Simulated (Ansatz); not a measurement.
# Al3Cu2: compression at zero temperature

An exercise on one series of results from a longer session: the logs are not shown, and one member is left open.

Method: DFT PBEsol, scalar-relativistic, plane waves, PAW, in Ansatz 0.2.0.

1 further run of the same task is left out (set aside as unsound or not needed).

**The starting structure**

It takes space group P-3m1 (No. 164, trigonal). Conventional cell: a = 4.099 Å, b = 4.099 Å, c = 4.982 Å, α = 90.00°, β = 90.00°, γ = 120.00°. Al (site symmetry -3m) is surrounded by 6 Cu at 2.49 Å. Around Al (site symmetry 3m) lie 5 Cu at 2.45 to 2.56 Å and 3 Al at 2.79 Å. Cu (site symmetry 3m) is surrounded by 8 Al at 2.45 to 2.56 Å.

Coordinates:

```cif
data_structure
_symmetry_space_group_name_H-M 'P 1'
_symmetry_Int_Tables_number 1
_cell_length_a 4.0986
_cell_length_b 4.0986
_cell_length_c 4.9821
_cell_angle_alpha 90.000
_cell_angle_beta 90.000
_cell_angle_gamma 120.000
_cell_volume 72.48
loop_
_atom_site_label
_atom_site_type_symbol
_atom_site_fract_x
_atom_site_fract_y
_atom_site_fract_z
_atom_site_occupancy
Al1 Al 0.00000 0.00000 0.00000 1
Al2 Al 0.33333 0.66667 0.35151 1
Al3 Al 0.66667 0.33333 0.64849 1
Cu1 Cu 0.33333 0.66667 0.84229 1
Cu2 Cu 0.66667 0.33333 0.15771 1
```

It goes back to an entry of the Materials Project, which need not be the stable form.

This cell was relaxed beforehand with the same method: volume 14.50 Å³/atom, gap on the mesh none (metal).

The first run:

The input, input.yaml:

```yaml
crystal:
  lattice:
    - [4.1116443151, 0.0, 0.0]
    - [-2.0558221576, 3.5607884282, 0.0]
    - [0.0, 0.0, 4.9979745917]
  atoms:
    - { symbol: Al, position: [0.0, 0.0, 0.0] }
    - { symbol: Al, position: [0.3333333333, 0.6666666667, 0.3515059881] }
    - { symbol: Al, position: [0.6666666667, 0.3333333333, 0.6484940119] }
    - { symbol: Cu, position: [0.3333333333, 0.6666666667, 0.8422899936] }
    - { symbol: Cu, position: [0.6666666667, 0.3333333333, 0.1577100064] }
basis:
  ecutwfc: 420
kpoints:
  mp_grid: { grid: [12, 12, 8] }
hamiltonian:
  xc: pbesol
scf:
  occupations: { method: gaussian, width: 0.1 }
output:
  forces: true
  stress: true
  eigenvalues: true
relax:
  adjacent_minimum: "off"
  f_tol: 0.008
  max_steps: 50
  cell: { stress_tol: 0.08, p_target: -1.0 }
```

On the command line:

```bash
$ ansatz run input.yaml --threads 1 --pin off --max-ram 2560MiB --backend cpu --events-out ev --progress --plain --runs-dir out
```

Among the steps run: -1 GPa; 1 GPa; Relaxing at 4 GPa; 12 GPa; Target pressure 25 GPa; Target pressure 50 GPa; 90 GPa.

One of the session's tables, all rows but one given; the rest of the session is left out.

Lengths are those of the vectors of the cell that was run:

```
P (GPa)  V (Å³/atom)  a (Å)  b (Å)  c (Å)  ΔH (eV/atom)
     -1        14.63  4.111  4.111  4.996        -0.091
      0        14.50  4.099  4.099  4.982         0.000
      1        14.36  4.086  4.086  4.967         0.090
      4        14.02  4.053  4.053  4.929         0.356
     12        13.29  3.980  3.980  4.845         1.037
     25            ?      ?      ?      ?             ?
     50        11.28  3.764  3.764  4.595         3.919
     90        10.12  3.629  3.629  4.439         6.579
```

Estimate the missing values for P (GPa) = 25.

Worked estimate for «V (Å³/atom)». A straight line through the neighbours (12, 13.29) and (50, 11.28) gives 13.29 + (11.28 − 13.29) × (25 − 12) / (50 − 12) = 12.60; a parabola fitted to 4 rows on both sides gives 12.53.

As computed: V (Å³/atom): 12.42; a (Å): 3.889; b (Å): 3.889; c (Å): 4.739; ΔH (eV/atom): 2.078. In «V (Å³/atom)» the line misses by +0.18 and the parabola by +0.11.

ΔH is E + PV over the energy at zero pressure; a, b and c are the vectors of the computed cell. 
